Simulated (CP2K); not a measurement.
WC (Qusongite) in CP2K: the effect of pseudo set

Crystal: WC (Qusongite).

```
W C
1.0
     2.90650    0.00000    0.00000
    -1.45325    2.51710    0.00000
     0.00000    0.00000    2.83660
W C
1 1
Cartesian
  0.0000 0.0000 0.0000
  1.4533 0.8390 1.4183
```

Alike in all runs:

* Program: CP2K 2026.2
* Task: band structure
* Functional: PBE
* Density cutoff: 6123 eV
* k mesh: 10 × 10 × 9
* Occupations: fermi-dirac, width 0.05 eV
* Spin: no spin polarisation

| pseudo set | pressure (GPa) |
| --- | --- |
| PBE | 1.8 |
| PADE | ? |
| BLYP | 1.7 |
| SCAN | -2.0 |
| PBE0 | 2.2 |

**Question.** What does the run with pseudo set PADE give?

**Answer.** Pressure -20.8 GPa.

Caveats: the basis of atomic orbitals isn't converged, which shifts pressures, moduli and gaps; the potentials were made for another functional, which shifts forces and pressure (some runs).
